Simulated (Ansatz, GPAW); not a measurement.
## A script for F (GLLB-SC)

These are simulated results from GPAW 26.7.0, not measurements. The cell began as a database structure and was relaxed with r2SCAN+rVV10 in plane waves (Ansatz 0.2.0). All runs are without spin polarisation.

Space group C2/m (No. 12), monoclinic; conventional cell a = 5.202 Å, b = 2.983 Å, c = 7.091 Å, β = 107.2°, 13.14 Å³ an atom. F is surrounded by 1 F at 1.40 Å.

GLLB-SC is a model potential. Its fundamental gap is the Kohn-Sham gap plus a derivative discontinuity, which the script evaluates at the band edges among the listed k points. Its total energy isn't variational and serves nothing here.

run.py reads:

```python
import json
from ase import Atoms
from gpaw import GPAW, PW, FermiDirac

atoms = Atoms(['F', 'F', 'F', 'F'],
              cell=[[2.60087, -1.49171, -0.006652], [2.60087, 1.49171, -0.006652], [-2.079398, -0.0, 6.779433]],
              scaled_positions=[[0.5054, 0.5054, 0.402579], [0.085296, 0.085296, 0.097125], [0.4946, 0.4946, 0.597421], [0.914704, 0.914704, 0.902875]],
              pbc=True)
calc = GPAW(mode=PW(400), xc='GLLBSC', kpts={'size': (6, 6, 4), 'gamma': True},
            occupations=FermiDirac(0.02), maxiter=100, legacy_gpaw=True, txt='gpaw.txt')
atoms.calc = calc
res = {'energy': atoms.get_potential_energy(force_consistent=True)}
res['electrons'] = calc.get_number_of_electrons()
res['k'] = calc.get_ibz_k_points().tolist()
res['levels'] = [calc.get_eigenvalues(kpt=i).tolist() for i in range(len(res['k']))]
points = [[0.0, 0.0, 0.0], [-0.340116, 0.340116, 0.0], [-0.659884, -0.340116, 0.0], [-0.5, -0.5, 0.0], [-0.5, -0.5, 0.5], [-0.67943, -0.32057, 0.5], [-0.32057, 0.32057, 0.5], [0.0, 0.0, 0.5], [-0.5, 0.0, 0.5]]
bands = calc.fixed_density(kpts=points, symmetry='off', nbands=round(res['electrons']) // 2 + 6, convergence={'bands': -2}, txt='bands.txt')
res['points'] = [bands.get_eigenvalues(kpt=i).tolist() for i in range(len(points))]
homo, lumo = bands.get_homo_lumo()
potential = calc.hamiltonian.xc.response.calculate_discontinuity_potential(homo, lumo)
res['discontinuity'] = bands.hamiltonian.xc.response.calculate_discontinuity(potential)
json.dump(res, open('results.json', 'w'))
print('free energy (eV):', round(res['energy'], 5))
```

Command: `python run.py`. It took 22 s on 1 thread of Arm Neoverse V1, with other jobs on the host, peak memory 0.16 GiB.

The log gpaw.txt, trimmed of paths, versions and times, then the last line on the terminal. An iter line gives the energy in eV and the logarithms of the changes of orbitals (plane waves alone) and density (c: converged):

```
___ ___ ___ _ _ _
 |   |   |_  | | | |

 | | | | | . | | | |

 |__ |  _|___|_____|  26.7.0
 |___|_|

Input parameters:
  kpts: {gamma: True,
         size: (6, 6, 4)}
  maxiter: 100
  mode: {ecut: 400.0,
         name: pw}
  occupations: {fixmagmom: False,
                name: fermi-dirac,
                width: 0.02}
  xc: GLLBSC

System changes: positions, numbers, cell, pbc, initial_charges, initial_magmoms

Initialize ...

species:
  F:
    name:    Fluorine
    Z:       9.0
    valence: 7
    core:    2
    charge:  0.0  # [|e|]
    compensation charges:
      type: gauss
      rc: 0.20  # [Å]
      lmax: 2
    cutoffs:
      filter: 1.14  # [Å]
      core: 0.74  # [Å]
    projectors
    | kind |    occ | energy [eV] | rcut [Å] |

    |------|--------|-------------|----------|

    |   2s |  2.000 |     -36.122 |    0.635 |

    |   2p |  5.000 |     -16.598 |    0.635 |

    |    s |        |      -8.911 |    0.635 |

    |    p |        |      10.613 |    0.635 |

    |    d |        |       0.000 |    0.635 |

    Using partial waves for F as LCAO basis

Reference energy: -10822.293779  # eV

Spin-paired calculation

Convergence criteria:
 Maximum [total energy] change in last 3 cyles: 0.0005 eV / valence electron
 Maximum integral of absolute [dens]ity change: 0.0001 electrons / valence electron
 Maximum integral of absolute [eigenst]ate change: 4e-08 eV^2 / valence electron
 Maximum number of scf [iter]ations: 100
 (Square brackets indicate name in SCF output, whereas a 'c' in
 the SCF output indicates the quantity has converged.)

Symmetries present (total): 4

  ( 1  0  0)  ( 0  1  0)  ( 0 -1  0)  (-1  0  0)
  ( 0  1  0)  ( 1  0  0)  (-1  0  0)  ( 0 -1  0)
  ( 0  0  1)  ( 0  0  1)  ( 0  0 -1)  ( 0  0 -1)

144 k-points: 6 x 6 x 4 Monkhorst-Pack grid + [1/12,1/12,1/8]
47 k-points in the irreducible part of the Brillouin zone
       k-points in crystal coordinates                weights
   0:     0.00000000    0.00000000    0.00000000          1/144
   1:     0.00000000    0.00000000    0.25000000          2/144
   2:     0.00000000    0.00000000    0.50000000          1/144
   3:     0.16666667   -0.16666667    0.00000000          2/144
   4:     0.16666667   -0.16666667    0.25000000          4/144
   5:     0.16666667   -0.16666667    0.50000000          2/144
   6:     0.16666667    0.00000000   -0.25000000          4/144
   7:     0.16666667    0.00000000    0.00000000          4/144
   8:     0.16666667    0.00000000    0.25000000          4/144
   9:     0.16666667    0.00000000    0.50000000          4/144
          ...
  46:     0.50000000    0.50000000    0.50000000          1/144

Wave functions: Plane wave expansion
  Cutoff energy: 400.000 eV
  Number of coefficients (min, max): 942, 979
  Pulay-stress correction: 0.000000 eV/Ang^3 (de/decut=0.000000)
  Using FFTW library
  ScaLapack parameters: grid=1x1, blocksize=None
  Wavefunction extrapolation:
    Improved wavefunction reuse through dual PAW basis

Occupation numbers: Fermi-Dirac:
  width: 0.0200  # eV

Eigensolver
   Davidson(niter=2)

Densities:
  Coarse grid: 14*14*35 grid
  Fine grid: 28*28*70 grid
  Total Charge: 0.000000

Density mixing:
  Method: separate
  Backend: msr1
  Linear mixing parameter: 0.05
  old densities: 10
  Width of damping distribution: 1.1
  Damping of long wavelength oscillations: 20

Hamiltonian:
  XC and Coulomb potentials evaluated on a 28*28*70 grid
  Using the GLLBSC Exchange-Correlation functional
  External potential:
    NoExternalPotential

XC parameters: GLLBSC functional being used consists of
  -----------------------------------------------------------------------
  | Weight | Module     | Description                                   |

  -----------------------------------------------------------------------
  |  1.000 | SCREENING  | GGA_X_PBE_SOL with 2 nearest neighbor stencil |

  |  1.000 | RESPONSE   | eps=0.0500 eV                                 |

  |  1.000 | XC         | GGA_C_PBE_SOL with 2 nearest neighbor stencil |

  -----------------------------------------------------------------------

Memory estimate:
  Process memory now: 109.10 MiB
  Calculator: 22.27 MiB
    Density: 3.42 MiB
      Arrays: 1.36 MiB
      Localized functions: 1.01 MiB
      Mixer: 1.05 MiB
    Hamiltonian: 0.91 MiB
      Arrays: 0.89 MiB
      XC: 0.00 MiB
      Poisson: 0.00 MiB
      vbar: 0.02 MiB
    Wavefunctions: 17.94 MiB
      Arrays psit_nG: 11.23 MiB
      Eigensolver: 0.35 MiB
      Projections: 0.60 MiB
      Projectors: 4.79 MiB
      PW-descriptor: 0.96 MiB

Total number of cores used: 1

Number of atoms: 4
Number of atomic orbitals: 16
Number of bands in calculation: 16
Number of valence electrons: 28
Bands to converge: occupied

... initialized

Initializing position-dependent things.

Density initialized from atomic densities
Creating initial wave functions:
  16 bands from LCAO basis set
Positions:
   0 F      1.791837   -0.000000    2.722534    ( 0.0000,  0.0000,  0.0000)
   1 F      0.241726    0.000000    0.657318    ( 0.0000,  0.0000,  0.0000)
   2 F      1.330505    0.000000    4.043595    ( 0.0000,  0.0000,  0.0000)
   3 F      2.880616    0.000000    6.108811    ( 0.0000,  0.0000,  0.0000)

Unit cell:
           periodic     x           y           z      points  spacing
  1. axis:    yes    2.600870   -1.491710   -0.006652    14     0.1827
  2. axis:    yes    2.600870    1.491710   -0.006652    14     0.1827
  3. axis:    yes   -2.079398   -0.000000    6.779433    35     0.1935

  Lengths:   2.998294   2.998294   7.091164
  Angles:  104.861907 104.861907  59.672062

Effective grid spacing dv^(1/3) = 0.1971

iter:   1    -5.499729
iter:   2    -8.211845   -1.54  -1.09
iter:   3    -2.285004   -1.07  -1.08
iter:   4    -2.786189   -2.23  -1.62
iter:   5    -2.746234   -3.04  -2.16
iter:   6    -2.955449   -3.18  -2.29
iter:   7    -2.903589   -4.41  -2.86
iter:   8    -2.905683   -5.94  -3.61
iter:   9    -2.906637c  -6.46  -3.96
iter:  10    -2.907427c  -6.66  -4.36c
iter:  11    -2.907874c  -6.88  -4.90c
iter:  12    -2.907719c  -7.11  -4.79c
iter:  13    -2.907628c  -7.34  -5.28c
iter:  14    -2.907620c  -7.55c -5.15c

Converged after 14 iterations.

Energy contributions relative to reference atoms: (reference = -10822.293779)

Kinetic:        -13.504174
Potential:      +17.256556
External:        +0.000000
XC:              -7.663209
Entropy (-ST):   -0.000000
Local:           +1.003206
SIC:             +0.000000
--------------------------
Free energy:     -2.907620
Extrapolated:    -2.907620

GLLBSC response reference energy: -7.51902 eV (from HOMO)

Showing only first 2 kpts
 Kpt  Band  Eigenvalues  Occupancy
  0    12     -7.66250    2.00000
  0    13     -7.59445    2.00000
  0    14     -3.51508    0.00000
  0    15     -2.46800    0.00000

  1    12     -7.66800    2.00000
  1    13     -7.60481    2.00000
  1    14     -3.34536    0.00000
  1    15     -2.59349    0.00000

Fermi level: -6.75818

Gap: 4.004 eV
Transition (v -> c):
  (s=0, k=44, n=13, [0.50, 0.50, 0.00]) -> (s=0, k=0, n=14, [0.00, 0.00, 0.00])
Direct/indirect transitions are different
Direct gap: 4.079 eV
Transition at: (s=0, k=0, n=13, [0.00, 0.00, 0.00])

free energy (eV): -2.90762
```

The gap in the log is over the mesh alone; results.json adds the listed points. GLLB-SC gives a gap of 5.52 eV (4.004 eV Kohn-Sham over the listed points plus 1.515 eV discontinuity). On the same cell, plane-wave PBE (Ansatz, 10×10×4 k points and the special points) gives a gap of 2.68 eV and r2SCAN a gap of 3.53 eV; on shared hosts these took about 6.5 and 15 core-seconds on the 4-atom cell, against 22 for the script. Semilocal gaps usually lie below measured ones.
